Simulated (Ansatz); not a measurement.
Correlation energies of methyl methacrylate by basis set

```csv
atom,x (Å),y (Å),z (Å)
C1,0.8874,-1.1566,-1.7828
C2,0.0540,-0.5747,-0.9257
C3,-1.4325,-0.5762,-1.0731
C4,0.6644,0.1154,0.2467
O5,1.8428,0.1932,0.4784
O6,-0.2726,0.6560,1.0394
C7,0.2251,1.3353,2.1854
H8,0.5194,-1.6781,-2.6588
H9,1.9568,-1.1175,-1.6159
H10,-1.9137,-1.0421,-0.2099
H11,-1.8234,0.4422,-1.1352
H12,-1.7267,-1.1186,-1.9721
H13,0.7926,0.6528,2.8197
H14,-0.6493,1.7093,2.7136
H15,0.8758,2.1598,1.8904
```

The species carries charge 0 and has multiplicity 1. The geometry is a stationary point of PBE0-D4/def2-TZVP. It is one conformer, not always the lowest. Frozen core, restricted reference, the Gaussian-basis code of Ansatz. CBS rows extrapolate triple and quadruple zeta; past MP2 they add the triple-zeta difference.

```tsv
basis	HF (Eh)	MP2 corr.	CCSD corr.	(T)	CCSD(T) total
def2-TZVPP	-343.85595	-1.28421	-1.32314	-0.05818	-345.23727
def2-QZVPP	-343.87138	-1.37392	–	–	–
CBS(def2)	-343.87350	-1.44037	-1.47929	as TZ	-345.41097
```
